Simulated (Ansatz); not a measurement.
# NaH (Fm-3m): thermal expansion from first principles

Wanted: α(T), C_P(T) and B(T) of NaH in the quasi-harmonic approximation.

Program: Ansatz 0.2.0. Level of theory: DFT PBE+D3(BJ), scalar-relativistic, plane waves, PAW. Results are calculated unless marked as measured.

## 1. Set-up

It takes space group Fm-3m (No. 225, cubic). The conventional cell has a = 4.880 Å, b = 4.880 Å, c = 4.880 Å, α = 90.00°, β = 90.00°, γ = 90.00°. Nearest to Na lie 6 H at 2.44 Å. Nearest to H lie 6 Na at 2.44 Å. Farther neighbours are not listed.

## 2. A first coarse run

A cheap single point shows whether the cell is a metal or an insulator and how far it is from rest; that sets the k-mesh and the occupations of what follows.

input.yaml reads:

```yaml
crystal:
  lattice:
    - [0.0, 2.44, 2.44]
    - [2.44, 0.0, 2.44]
    - [2.44, 2.44, 0.0]
  atoms:
    - { symbol: Na, position: [0.0, 0.0, 0.0] }
    - { symbol: H, position: [0.5, 0.5, 0.5] }
kpoints:
  mp_grid: { grid: [6, 6, 6] }
hamiltonian:
  xc: pbe
  dispersion: d3bj
scf:
  occupations: { method: gaussian, width: 0.1 }
output:
  forces: true
  stress: true
  eigenvalues: true
```

Run with:

```sh
ansatz run input.yaml --threads 4 --pin off --max-ram 8192MiB --backend cpu --events-out ev --progress --plain --runs-dir out
```

Numbers of over 12 decimals in the logs are rounded to 6 here.

Log:

```text
Engine: ansatz 0.2.0, x86_64-unknown-linux-gnu
Pseudopotentials: kind: paw
Pseudopotential: Na, paw, valence charge 9, recommended cutoff 420 eV (normal), Na.paw.azcp
Pseudopotential: H, paw, valence charge 1, recommended cutoff 420 eV (normal), H.paw.azcp
Functional definition: PBE
  parameter kappa = 0.804
  parameter beta = 0.066725
  exchange = pbe_x(kappa = kappa, mu = beta*pi^2/3)
  correlation = pbe_c(beta = beta)
Crystal: 2 atoms, lattice volume = 29.054 Å³
Basis set: ecut = 420 eV, 537 PW (Γ), exchange–correlation on 48×48×48 points (8 copies of the dense FFT grid, shifted against one another)
Bands: 9, of which v1, the nominal top of the filled ones, is band 5 counted from 1 (4 counted from 0)
Symmetry: 48 space group operations
Space group: Fm-3m (ITA 225), of the structure as read, at distance tolerance 3.1e-5 Å
k-points: 16 of 216
Non-local potential: Na, projectors of the file, l = 0: 3, l = 1: 2, l = 2: 1
Non-local potential: H, projectors of the file, l = 0: 2, l = 1: 1
PAW form: soft (Blöchl's): semilocal exchange-correlation on the pseudo side does not see the compensation charge
PAW one-centre angular grid: Na, 110 points (default); XC on 64 Gauss nodes
PAW one-centre angular grid: H, 110 points (default); XC on 64 Gauss nodes
Initial density: superposition of atomic densities (neutral atoms: chi_scale 0, normalization atom), corrected by the library's trained network
Initial wavefunctions: pseudopotential atomic-orbital guess
Functional: x = pbe(κ = 0.804, μ = 0.219515), c = pbe(β = 0.066725)
SCF iter   1: F=—  HF=-1502.957750 eV  |F-HF|=—  |Δ(HF+E_count)|=         —  Δρ=4.38e-4  dr2=3.96e-5  ethr=1.77e-3  ⟨swp⟩=5.0  Hψ=924  notcnv=0
preconditioner: auto → none  [insulator: Δε(μ)=3.747 eV  Ē_g=10.923 eV  σ=0.100 eV  W_gap=1.00  n_scr=8 (ndim 8)  ℏωp=9.7 eV  f_vac=0.000  D(μ)=0.00/eV (n_scr^D=0)  ε∞_Penn≈1.8]
SCF iter   2: F=—  HF=-1502.957572 eV  |F-HF|=—  |Δ(HF+E_count)|=   1.78e-4  Δρ=3.28e-4  dr2=2.46e-5  ethr=3.96e-7  ⟨swp⟩=2.4  Hψ=358  notcnv=0
SCF iter   3: F=—  HF=-1502.957600 eV  |F-HF|=—  |Δ(HF+E_count)|=   2.76e-5  Δρ=1.17e-4  dr2=2.50e-6  ethr=2.46e-7  ⟨swp⟩=3.0  Hψ=208  notcnv=0
SCF iter   4: F=—  HF=-1502.957600 eV  |F-HF|=—  |Δ(HF+E_count)|=   6.26e-7  Δρ=4.10e-5  dr2=2.91e-7  ethr=2.50e-8  ⟨swp⟩=2.4  Hψ=181  notcnv=0
iter 5 did not close the SCF: its close was put off for the readings that it lacked (scf_convergence_deferred on its scf_iter line)
SCF iter   5: F=-1502.957601 eV  HF=-1502.957601 eV  |F-HF|=4.45e-8  |Δ(HF+E_count)|=   4.11e-7  Δρ=1.76e-5  dr2=7.43e-8  ethr=2.91e-9  ⟨swp⟩=3.0  Hψ=224  notcnv=0
SCF iter   6: F=-1502.957601 eV  HF=-1502.957601 eV  |F-HF|=4.03e-9  |Δ(HF+E_count)|=   2.80e-8  Δρ=5.34e-6  dr2=6.59e-9  ethr=7.43e-10  ⟨swp⟩=2.0  Hψ=437  notcnv=0
SCF 1 converged in 6 iterations: F = -1502.957601 eV  dr2 = 6.59e-9
  greatest PAW one-centre occupation: 0.999 electrons in one spin orbital (limit 2), on the Na atom at site 0 (counted from 0), in its partial waves of l = 0
SCF converged after 6 iterations
Free energy (F): -1502.957601 eV
Harris-Foulkes:  -1502.957601 eV  (|F-HF|=4.03e-9)
Internal energy: -1502.957601 eV  (E = F + TS)
E sigma→0 (E₀):  -1502.957601 eV
Fermi energy:    2.515496 eV
--- Per-component energies (eV) ---
  E_band       = -229.075998
  E_kinetic    = 133.971517
  E_local      = -1338.350885  (includes V_loc(G=0)·N_el)
  E_nonlocal   = 116.498857
  E_hartree    = 480.475106
  E_xc         = -48.092720
  E_vxc        = -61.851447  (∫ρ·V_xc dr)
  E_paw        = -263.560262  (= ΣΔE_a)
  E_vpaw       = -40.293356  (= ΣTr[D̂ρ^β])
  E_aug_tail   = -0.001215  (compensation charges beyond the density's cutoff)
  E_ewald      = -583.619228
  E_disp       = -0.278770  (pairwise vdW)
  E_smearing   = -0.000000  (= −TS)
  E_closure    = -0.000000  (closes the sum)
  Σ components = -1502.957601   (vs F -1502.957601, Δ=0.00e0)
--- Forces (eV/Å), atoms counted from 1 ---
  atom   1  Na    -0.00000000     0.00000000    -0.00000000
  atom   2  H      0.00000000     0.00000000    -0.00000000
  max |Σ_I F_I| component: 9.04e-31 eV/Å
--- Stress (GPa, compression-positive) ---
       -2.179498       0.000000       0.000000
        0.000000      -2.179498       0.000000
        0.000000       0.000000      -2.179498
  P = ⅓ Tr σ = -2.1795 GPa (-21.795 kbar)
--- Band table (eV; the first three rows and the last of 16) ---
  k-point 0: bands = ["-49.5965", "-21.4787", "-21.4787", "-21.4787", "-2.8496", "10.8464", "16.0606", "16.0606", "16.0606"]
  k-point 1: bands = ["-49.5950", "-21.5000", "-21.4813", "-21.4813", "-2.3904", "9.3565", "12.8246", "14.9498", "14.9498"]
  k-point 2: bands = ["-49.5921", "-21.5422", "-21.4864", "-21.4864", "-1.1633", "6.1744", "11.5577", "14.1402", "14.1402"]
  k-point 15: bands = ["-49.5888", "-21.5425", "-21.5192", "-21.5088", "0.6353", "5.8636", "7.7140", "9.2154", "15.4177"]
```

Elapsed: 1.4 s, on 4 threads of Intel Xeon Platinum 8488C (Sapphire Rapids), shared host; peak memory 0.3 GiB; 1.6 s of CPU time.

A gap read on the k-mesh alone can miss the band edges.

This step gave:

```
pressure          : -2.179 GPa
gap on the k-mesh : 3.757 eV
volume per atom   : 14.53 Å³
```

The start is under -2.2 GPa at this level and looks like an insulator or semiconductor on this mesh.

## 3. Relaxation

Phonons are second derivatives about a minimum, so cell and atoms are relaxed first, inside the symmetry of the start.

input.yaml, the sections that differ from step 2:

```yaml
kpoints:
  mp_grid: { grid: [8, 8, 8] }
scf:
  occupations: { method: gaussian, width: 0.02 }
output:
  forces: true
  stress: true
  eigenvalues: true
  write_density: true
  write_potential: true
  elf: true
  volumetric_format: npy
relax:
  adjacent_minimum: "off"
  f_tol: 0.005
  max_steps: 80
  cell: { stress_tol: 0.05 }
# crystal, hamiltonian: as in step 2
```

Log:

```text
[...]
Crystal: 2 atoms, lattice volume = 29.054 Å³
Basis set: ecut = 420 eV, 537 PW (Γ), exchange–correlation on 48×48×48 points (8 copies of the dense FFT grid, shifted against one another)
Bands: 9, of which v1, the nominal top of the filled ones, is band 5 counted from 1 (4 counted from 0)
Symmetry: 48 space group operations
[...]
k-points: 29 of 512
[...]
SCF iter   1: F=—  HF=-1502.957693 eV  |F-HF|=—  |Δ(HF+E_count)|=         —  Δρ=4.40e-4  dr2=3.98e-5  ethr=1.77e-3  ⟨swp⟩=6.0  Hψ=1764  notcnv=0
[...]
SCF iter   6: F=-1502.957544 eV  HF=-1502.957544 eV  |F-HF|=1.39e-10  |Δ(HF+E_count)|=  2.80e-10  Δρ=9.78e-7  dr2=2.44e-10  ethr=1.52e-11  ⟨swp⟩=4.0  Hψ=1001  notcnv=0
SCF 1 converged in 6 iterations: F = -1502.957544 eV  dr2 = 2.44e-10
[...]
relax step   1: F+E_penalty+E_count = -1502.95754359 eV  Δ(F+E_penalty+E_count) = +0.000e0 eV  max|allowed force component| = 8.279e-31 eV/Å  Δτ_max = 0.0000 Å  P = -2.180 GPa  Ω = 29.054 Å³  (6 SCF iters, dr2 threshold 1.00e-7 eV, accepted)
Crystal: 2 atoms, lattice volume = 26.728 Å³
Basis set: ecut = 420 eV, 531 PW (Γ), exchange–correlation on 48×48×48 points (8 copies of the dense FFT grid, shifted against one another)
[...]
iter 1 solved again at ethr=7.24e-5 eV; its pass at ethr=3.10e-3 eV (dr2=7.24e-3 eV) is discarded
[...]
SCF iter   5: F=-1502.978358 eV  HF=-1502.978358 eV  |F-HF|=2.90e-9  |Δ(HF+E_count)|=   1.04e-6  Δρ=2.33e-6  dr2=1.43e-9  ethr=2.00e-9  ⟨swp⟩=8.4  Hψ=1739  notcnv=0
SCF 2 converged in 5 iterations: F = -1502.978358 eV  dr2 = 1.43e-9
  Residual-converged pass: ⟨swp⟩=1.0  Hψ=377  notcnv=0  max |occ|·‖R‖ = 7.0e-9 eV (tolerance 1.0e-8 eV)  dr2=1.43e-9  dr2_onsite=7.35e-10  max |Δocc| = 0.0e0
relax step   2: F+E_penalty+E_count = -1502.97835803 eV  Δ(F+E_penalty+E_count) = -2.081e-2 eV  max|allowed force component| = 3.739e-31 eV/Å  Δτ_max = 0.0000 Å  P = -0.436 GPa  Ω = 26.728 Å³  energy of the carried Pulay correction = +9.651e-4 eV  (5 SCF iters, dr2 threshold 2.00e-7 eV, accepted)
Crystal: 2 atoms, lattice volume = 26.204 Å³
[...]
SCF iter   4: F=-1502.979203 eV  HF=-1502.979203 eV  |F-HF|=5.60e-8  |Δ(HF+E_count)|=   4.62e-7  Δρ=1.76e-5  dr2=3.70e-8  ethr=2.00e-9  ⟨swp⟩=8.4  Hψ=1623  notcnv=0
SCF 3 converged in 4 iterations: F = -1502.979203 eV  dr2 = 3.70e-8
relax step   3: F+E_penalty+E_count = -1502.97920304 eV  Δ(F+E_penalty+E_count) = -8.450e-4 eV  max|allowed force component| = 1.171e-31 eV/Å  Δτ_max = 0.0000 Å  P = +0.067 GPa  Ω = 26.204 Å³  energy of the carried Pulay correction = +1.194e-3 eV  (4 SCF iters, dr2 threshold 2.00e-7 eV, accepted)
[...]
relax step   4: F+E_penalty+E_count = -1502.97918680 eV  Δ(F+E_penalty+E_count) = +1.624e-5 eV  max|allowed force component| = 7.560e-31 eV/Å  Δτ_max = 0.0000 Å  P = -0.002 GPa  Ω = 26.273 Å³  energy of the carried Pulay correction = +1.164e-3 eV  (3 SCF iters, dr2 threshold 1.14e-8 eV, accepted)
[...]
SCF iter   4: F=-1502.978246 eV  HF=-1502.978246 eV  |F-HF|=3.96e-10  |Δ(HF+E_count)|=   7.04e-8  Δρ=7.05e-7  dr2=1.70e-11  ethr=1.00e-12  ⟨swp⟩=4.4  Hψ=1202  notcnv=0
SCF 5 converged in 4 iterations: F = -1502.978246 eV  dr2 = 1.70e-11
relax step   5: F+E_penalty+E_count = -1502.97824641 eV  Δ(F+E_penalty+E_count) = +9.404e-4 eV  max|allowed force component| = 2.506e-31 eV/Å  Δτ_max = 0.0000 Å  P = -0.023 GPa  Ω = 26.273 Å³  stress off target by 2.34e-2 GPa  SCF on the basis re-selected at this cell (its energy is not comparable with the rows above)  (4 SCF iters)
basis re-selected at this cell: Δ(F+E_penalty+E_count) = +9.404e-4 eV, ΔP = -0.022 GPa vs the last step (what re-selecting the basis moved, of the pressure what is left beyond the Pulay correction that the steps carried, after the strain that the cell walked since its last selection, with what the two solves' SCF thresholds leave and, on support functions, any second-order correction that the steps lacked; it is no m [...]
SCF converged after 4 iterations
Free energy (F): -1502.978246 eV
[...]
Internal energy: -1502.978246 eV  (E = F + TS)
E sigma→0 (E₀):  -1502.978246 eV
Fermi energy:    3.146978 eV
[...]
--- Stress (GPa, compression-positive) ---
       -0.023427       0.000000       0.000000
        0.000000      -0.023427       0.000000
        0.000000       0.000000      -0.023427
  P = ⅓ Tr σ = -0.0234 GPa (-0.234 kbar)
--- Band table (eV; the first three rows and the last of 29) ---
[...]
--- Relaxed structure (4 steps of the walk, 4 accepted, 1 SCFs on fresh bases) ---
  F+E_penalty+E_count = -1502.97824641 eV   max|allowed force component| = 2.506e-31 eV/Å   (the final SCF, on the basis selected at the relaxed cell)
  cell:  # Å, volume = 26.2730 Å³
    - [0, 2.359535, 2.359535]
    - [2.359535, 0, 2.359535]
    - [2.359535, 2.359535, 0]
  atoms:
    - { symbol: Na, position: [0, 0, 0] }
    - { symbol: H, position: [0.5, 0.5, 0.5] }
```

The job ended after 1 s (4 threads; peak memory 0.32 GiB).

Relaxation path:

| step | energy less that of the first step (eV) | largest force component (eV/Å) | pressure (GPa) | volume (Å³) |
| --- | --- | --- | --- | --- |
| 1 | 0.0000 | 0.0000 | -2.18 | 29.05 |
| 2 | -0.0208 | 0.0000 | -0.44 | 26.73 |
| 3 | -0.0217 | 0.0000 | 0.07 | 26.20 |
| 4 | -0.0216 | 0.0000 | 0.00 | 26.27 |
| 5* | -0.0207 | 0.0000 | -0.02 | 26.27 |

Relaxation steps marked * repeat the geometry before them on a plane-wave basis chosen anew for their cell, so energy and pressure can jump there.

The run keeps the 48 symmetry operations that it works with, so distortions that break them were not tested.

| conventional cell, symmetrised | before | after | change |
| --- | --- | --- | --- |
| a (Å) | 4.880 | 4.719 | -3.3 % |
| b (Å) | 4.880 | 4.719 | -3.3 % |
| c (Å) | 4.880 | 4.719 | -3.3 % |
| volume (Å³/atom) | 14.53 | 13.14 | -9.6 % |

The relaxed structure:

```xyz
2
Lattice="0.0000 2.3595 2.3595 2.3595 0.0000 2.3595 2.3595 2.3595 0.0000" Properties=species:S:1:pos:R:3 pbc="T T T"
Na    0.0000    0.0000    0.0000
H     2.3595    2.3595    2.3595
```

This step gave:

| Property | Result |
| --- | --- |
| pressure | -0.02343 GPa |
| gap on the k-mesh | 3.884 eV |
| volume per atom | 13.14 Å³ |

Electrostatic potential energy in the ac plane of the conventional cell at fractional y = 0.000, with atoms of Na and H within 0.2 Å of it. With pseudopotentials it is smooth inside the atoms' cores, unlike the true potential.

Values in eV, 14 rows by 14 columns, each cell a mean:
```
-62 -37  -5   2   5   4 -14 -26  -1   5   4   0 -17 -54
-23 -10   0   3   5   5   4   3   5   5   4   2  -4 -17
 -1   1   3   4   5   5   5   5   5   5   5   4   2   0
  4   4   5   5   4   3   2   2   3   4   4   5   4   4
  5   5   5   5   3   0  -5  -7  -3   1   4   5   5   5
 -6   3   5   4   1 -10 -37 -47 -23  -3   3   5   5  -1
-43  -6   5   4  -1 -23 -62 -63 -47  -7   2   5   3 -26
-26  -1   5   4   0 -17 -54 -62 -37  -5   2   5   4 -14
  3   5   5   4   2  -4 -17 -23 -10   0   3   5   5   4
  5   5   5   5   4   2   0  -1   1   3   4   5   5   5
  2   3   4   4   5   4   4   4   4   5   5   4   3   2
 -7  -3   1   4   5   5   5   5   5   5   5   3   0  -5
-47 -23  -3   3   5   5  -1  -6   3   5   4   1 -10 -37
-63 -47  -7   2   5   3 -26 -43  -6   5   4  -1 -23 -62
```
Columns run along a (4.7 Å; values clipped at the 3rd and 97th percentile), rows up along c (4.7 Å), edges of the conventional cell, whose origin can differ from the input's. Atoms in or near the plane, at fractional coordinates: Na at (0.00, 0.00), Na at (0.50, 0.50), H at (0.50, 0.00), H at (0.00, 0.50).

Valence density in the ac plane of the conventional cell at fractional y = 0.000, with atoms of Na and H within 0.2 Å of it. It is the smooth field of the valence electrons, not physical close to the nuclei.

Values in e/Å³, 14 rows by 14 columns, each cell a mean:
```
14  5  0  0  0  0  1  1  0  0  0  0  2 10
 3  1  0  0  0  0  0  0  0  0  0  0  0  2
 0  0  0  0  0  0  0  0  0  0  0  0  0  0
 0  0  0  0  0  0  0  0  0  0  0  0  0  0
 0  0  0  0  0  0  0  1  0  0  0  0  0  0
 1  0  0  0  0  1  5  7  3  0  0  0  0  0
 1  1  0  0  0  3 14 18  7  1  0  0  0  1
 1  0  0  0  0  2 10 14  5  0  0  0  0  1
 0  0  0  0  0  0  2  3  1  0  0  0  0  0
 0  0  0  0  0  0  0  0  0  0  0  0  0  0
 0  0  0  0  0  0  0  0  0  0  0  0  0  0
 1  0  0  0  0  0  0  0  0  0  0  0  0  0
 7  3  0  0  0  0  0  1  0  0  0  0  1  5
18  7  1  0  0  0  1  1  1  0  0  0  3 14
```
Columns run along a (4.7 Å), rows up along c (4.7 Å), edges of the conventional cell, whose origin can differ from the input's. Atoms in or near the plane, at fractional coordinates: Na at (0.00, 0.00), Na at (0.50, 0.50), H at (0.50, 0.00), H at (0.00, 0.50).

ELF in the ac plane of the conventional cell at fractional y = 0.000, with atoms of Na and H within 0.2 Å of it. It is the smooth field of the valence electrons, not physical close to the nuclei.

Ten even steps from '0' (0.03) to '9' (1.00), each cell a mean:
```
45206999992054
54005999982025
10002566641000
22100000000122
99710023200489
99920455520699
99921542530699
99920544520699
99820255400599
66410001000256
00001222210000
32004899971002
55206999992045
25306999992154
```
Columns run along a (4.7 Å), rows up along c (4.7 Å), edges of the conventional cell, whose origin can differ from the input's. Atoms in or near the plane, at fractional coordinates: Na at (0.00, 0.00), Na at (0.50, 0.50), H at (0.50, 0.00), H at (0.00, 0.50).

The relaxation ends with a pressure of -0.02 GPa.

## 4. A second relaxation

The relaxation is run once more from where the first one ended, as the script does after a large change of volume or of the gap, with mesh and occupations reviewed.

input.yaml, the sections that differ from step 3:

```yaml
crystal:
  lattice:
    - [0.0, 2.3595353673, 2.3595353673]
    - [2.3595353673, 0.0, 2.3595353673]
    - [2.3595353673, 2.3595353673, 0.0]
  atoms:
    - { symbol: Na, position: [0.0, 0.0, 0.0] }
    - { symbol: H, position: [0.5, 0.5, 0.5] }
output:
  forces: true
  stress: true
  eigenvalues: true
# kpoints, hamiltonian, scf, relax: as in step 3
```

Log:

```text
[...]
Crystal: 2 atoms, lattice volume = 26.273 Å³
Basis set: ecut = 420 eV, 531 PW (Γ), exchange–correlation on 48×48×48 points (8 copies of the dense FFT grid, shifted against one another)
Bands: 9, of which v1, the nominal top of the filled ones, is band 5 counted from 1 (4 counted from 0)
Symmetry: 48 space group operations
[...]
k-points: 29 of 512
[...]
P = ⅓ Tr σ = -0.0234 GPa (-0.234 kbar)
--- Band table (eV; the first three rows and the last of 29) ---
[...]
--- Relaxed structure (1 steps of the walk, 1 accepted, 1 SCFs on fresh bases) ---
[...]
cell:  # Å, volume = 26.2730 Å³
    - [0.0, 2.3595353673, 2.3595353673]
    - [2.3595353673, 0.0, 2.3595353673]
    - [2.3595353673, 2.3595353673, 0.0]
  atoms:
    - { symbol: Na, position: [0.0, 0.0, 0.0] }
    - { symbol: H, position: [0.5, 0.5, 0.5] }
[key lines of the parts left out:]
SCF converged after 4 iterations
Free energy (F): -1502.978246 eV
Fermi energy:    3.146979 eV
```

The job ended after 0.49 s (4 threads; peak memory 0.32 GiB; 1.2 s of CPU time).

Little changed from the start: no atom moved by 0.005 Å and no cell edge by 0.1 %.

## 5. Relaxing to small residual forces and stress

The thresholds are tightened for a last relaxation ahead of the phonons, and where mesh or smearing change with them the cell follows.

input.yaml, the sections that differ from step 4:

```yaml
scf:
  occupations: { method: fixed }
relax:
  adjacent_minimum: "off"
  f_tol: 0.001
  max_steps: 60
  cell: { stress_tol: 0.01 }
# crystal, kpoints, hamiltonian, output: as in step 4
```

Log:

```text
[...]
Crystal: 2 atoms, lattice volume = 26.273 Å³
Basis set: ecut = 420 eV, 531 PW (Γ), exchange–correlation on 48×48×48 points (8 copies of the dense FFT grid, shifted against one another)
Bands: 9, of which v1, the nominal top of the filled ones, is band 5 counted from 1 (4 counted from 0)
Symmetry: 48 space group operations
[...]
k-points: 29 of 512
[...]
0.000000       0.000000      -0.001821
  P = ⅓ Tr σ = -0.0018 GPa (-0.018 kbar)
--- Band table (eV; the first three rows and the last of 29) ---
[...]
--- Relaxed structure (2 steps of the walk, 2 accepted, 1 SCFs on fresh bases) ---
[...]
cell:  # Å, volume = 26.2513 Å³
    - [0, 2.358886, 2.358886]
    - [2.358886, 0, 2.358886]
    - [2.358886, 2.358886, 0]
  atoms:
    - { symbol: Na, position: [0, 0, 0] }
    - { symbol: H, position: [0.5, 0.5, 0.5] }
[key lines of the parts left out:]
SCF converged after 5 iterations
Free energy (F): -1502.978233 eV
Fermi energy:    1.209594 eV
```

Wall time 0.58 s (4 threads); peak memory 0.33 GiB.

Little changed from the start: no atom moved by 0.005 Å and no cell edge by 0.1 %.

This step gave:

```yaml
pressure: -0.001821 GPa
gap_on_the_k_mesh: 3.885 eV
volume_per_atom: 13.13 Å³
```

The residual pressure is -0.0018 GPa, small enough for phonons.

## 6. An input with a fault

This input was changed on purpose, to see how the program answers.

input.yaml reads:

```yaml
crystal:
  lattice:
    - [0.0, 2.3588856496, 2.3588856496]
    - [2.3588856496, 0.0, 2.3588856496]
    - [2.3588856496, 2.3588856496, 0.0]
  atoms:
    - { symbol: Na, position: [0.0, 0.0, 0.0] }
    - { symbol: H, position: [0.5, 0.5, 0.5] }
kpoints:
  mp_grid: { grid: [8, 8, 8] }
hamiltonian:
  xc: pbe
  dispersion: d3bj
scf:
  occupations: { method: fixed }
  max_iter: 80
output:
  eigenvalues: true
phonons:
  method: dfpt
  qmesh: [4, 4, 4]
  thermal_expansion: { pressure: "5 eV" }
```

Log:

```text
Error: YAML parse error: error: line 22 column 34: expected [pressure], got [energy] (`eV`)
  --> <input>:22:34
   |
20 |   method: dfpt
21 |   qmesh: [4, 4, 4]
22 |   thermal_expansion: { pressure: "5 eV" }
   |                                  ^ expected [pressure], got [energy] (`eV`)
```

Elapsed: 0.03 s, on 4 threads; peak memory 0.03 GiB; 0.02 s of CPU time.

The input was rejected at the start.

The program's message: “Error: YAML parse error: error: line 22 column 34: expected [pressure], got [energy] (`eV`)
  --> <input>:22:34
   |
20 |   method: dfpt
21 |   qmesh: [4, 4, 4]
22 |   thermal_expansion: { pressure: " …”

The fault put into the input: a pressure in the wrong unit.

(Continued in part 2 of 2.)

[Logs are printed without paths, hosts, clocks, repeated set-up lines and the standing remarks that a program may print on its own settings, such as how far it seeks lower states.]

[Hosts, paths, dates, database ids (printed as entryN), source tags and the programs' standing remarks are cut or masked in the printed files.]

[A step with changed settings may run another functional than the one named; its input shows which.]

[Pressures of single members of a volume series are the stress at the run's cutoff; with an incomplete basis they can lie off −dE/dV of the same runs, and they are not shown converged.]
